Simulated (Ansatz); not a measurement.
Crystal: Ni.

```
Ni
1.0
    -1.38372    1.38372    1.38372
     1.38372   -1.38372    1.38372
     1.38372    1.38372   -1.38372
Ni
1
Direct
  0.00000 0.00000 0.00000
```

This isn't the form of Ni at room conditions, which is fcc.

Base run:

```yaml
Program: Ansatz 0.2.0
Functional: BLYP
Potentials_or_basis: Ansatz PAW
Cutoff: 420 eV
Density_cutoff: 1680 eV
k_mesh: 13 × 13 × 13
Occupations: fermi-dirac, width 0.05 eV
Spin: collinear spin, ferromagnetic start
Starting_moments: "[1.0] μB"
```

Its results: band gap on the k mesh none (metal or under the smearing width); pressure 17.7 GPa; net moment 0.55 μB per cell; site moments Ni +0.57 μB.

Problem. The run is repeated on the same cell with these changes: functional from BLYP to r2SCAN; cutoff from 420 eV to 500 eV; density cutoff from 1680 eV to 2000 eV. What comes out?

Solution. Band gap on the k mesh none (metal or under the smearing width); pressure -0.3 GPa; net moment 0.65 μB per cell; site moments Ni +0.71 μB.

Caveats: the PAW data sets come from PBE, with cores solved anew for the run's functional, which leaves a small shift of forces and pressure; the potentials were made for another functional, which shifts forces and pressure (some runs); so large a pressure means that the cell lies far from this level's equilibrium, or that cutoff or potentials fall short (some runs); the magnetic or orbital state may not be the lowest (some runs).

Not every run made on this cell is shown here.
